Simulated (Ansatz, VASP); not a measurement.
**Pt in VASP and in Ansatz**

POSCAR

```
Pt
1.0
    2.6849929045      0.0000000000      0.0000000000
   -1.3424964523      2.3252721738      0.0000000000
    0.0000000000      0.0000000000      4.6607759821
Pt
2
Direct
    0.6666666667      0.3333333333      0.7500000000
    0.3333333333      0.6666666667      0.2500000000
```

File INCAR.step1:

```
ALGO = Normal
EDIFF = 1E-4
ENCUT = 520
GGA = PE
ISMEAR = -1
LASPH = True
LCHARG = False
LREAL = False
LWAVE = True
NBANDS = 17
NELM = 80
PREC = Accurate
SIGMA = 0.1
```

Contents of INCAR.step2:

```
ALGO = Normal
EDIFF = 1E-7
ENCUT = 520
ISIF = 2
ISMEAR = -1
ISTART = 1
LASPH = True
LCHARG = True
LELF = True
LMIXTAU = True
LREAL = False
LVHAR = True
LWAVE = False
METAGGA = R2SCAN
NBANDS = 17
NELM = 80
PREC = Accurate
SIGMA = 0.1
```

File KPOINTS:

```
k-points
0
Gamma
  10 10 5
```

Input for Ansatz:

```yaml
crystal:
  lattice:
    - [2.6849929045223044, 0.0, 0.0]
    - [-1.3424964522611522, 2.3252721738458244, 0.0]
    - [0.0, 0.0, 4.6607759821434716]
  atoms:
    - { symbol: Pt, position: [0.6666666666666666, 0.3333333333333333, 0.75] }
    - { symbol: Pt, position: [0.3333333333333333, 0.6666666666666666, 0.25] }
basis:
  ecutwfc: 761.918814887664
  xc_grid: 3
kpoints:
  mp_grid:
    grid: [10, 10, 5]
hamiltonian:
  xc: r2scan
scf:
  convergence:
    dr2_threshold: 1.0e-05
  mixing:
    algorithm: broyden
    beta: 0.4
    ndim: 12
  occupations:
    method: fermi_dirac
    width: 0.1
output:
  stress: true
```

This isn't the form of Pt at room conditions, which is fcc.

Alike in both runs: task single point; functional r2SCAN; k mesh 10 × 10 × 5; occupations fermi-dirac, width 0.1 eV; no spin polarisation.

|  | VASP | Ansatz |
| --- | --- | --- |
| version | VASP 6.6.1 | Ansatz 0.2.0 |
| potentials or method | VASP PAW PBE potentials, release 64 (Pt) | plane waves, PAW |
| plane-wave cutoff (eV) | 520 | 762 |
| valence electrons in the cell | 20 | 36 |

|  | VASP | Ansatz | Ansatz less VASP |
| --- | --- | --- | --- |
| pressure (GPa) | 19.2 | 18.1 | -1.05 |
| largest component of the traceless stress (GPa) | 2.25 | 2.00 | -0.251 |

The functional is the same, so the differences come from potentials, cutoffs and numerics. The two sets of potentials don't hold the same shells in valence. Ansatz warned: «stress_scf_threshold_loose».

Caveats: so large a pressure means that the cell lies far from this level's equilibrium, or that cutoff or potentials fall short (VASP); the potentials were made for another functional, which shifts forces and pressure (VASP). Spin-orbit coupling is left out, which matters for the levels of Pt.
